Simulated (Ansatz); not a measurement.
# SiGe: the cost of one run

Computed with Ansatz 0.2.0 (DFT r2SCAN, scalar-relativistic, plane waves, PAW, unless a step's input says otherwise).

## 1. The starting structure

It takes space group P6_3mc (No. 186, hexagonal). Conventional cell: a = 3.904 Å, b = 3.904 Å, c = 6.451 Å, α = 90.00°, β = 90.00°, γ = 120.00°. Si (site symmetry 3m) is surrounded by 4 Ge at 2.40 to 2.41 Å. Ge (site symmetry 3m) is surrounded by 4 Si at 2.40 to 2.41 Å.

As a file:

```
CELL_PARAMETERS angstrom
3.90445 0.00000 0.00000
-1.95223 3.38135 0.00000
0.00000 0.00000 6.45078
ATOMIC_POSITIONS crystal
Si 0.66667 0.33333 0.87461
Si 0.33333 0.66667 0.37461
Ge 0.66667 0.33333 0.50039
Ge 0.33333 0.66667 0.00039
```

The structure comes from the Materials Project (structure only).

## 2. A first look at the start

input.yaml reads:

```yaml
crystal:
  lattice:
    - [3.9044512986, 0.0, 0.0]
    - [-1.9522256493, 3.3813540124, 0.0]
    - [0.0, 0.0, 6.450783]
  atoms:
    - { symbol: Si, position: [0.66666667, 0.33333333, 0.874607] }
    - { symbol: Si, position: [0.33333333, 0.66666667, 0.374607] }
    - { symbol: Ge, position: [0.66666667, 0.33333333, 0.500392] }
    - { symbol: Ge, position: [0.33333333, 0.66666667, 0.000392] }
basis:
  ecutwfc: 500
kpoints:
  mp_grid: { grid: [6, 6, 4] }
hamiltonian:
  xc: r2scan
scf:
  occupations: { method: gaussian, width: 0.1 }
output:
  forces: true
  stress: true
  eigenvalues: true
```

On the command line:

```
$ ansatz run input.yaml --threads 1 --pin off --max-ram 2560MiB --backend cpu --events-out ev --progress --plain --runs-dir out
```

What time and memory should one allow on 1 thread of AMD EPYC (Zen 3), shared host?

About 11 s, with a peak of 0.51 GiB.
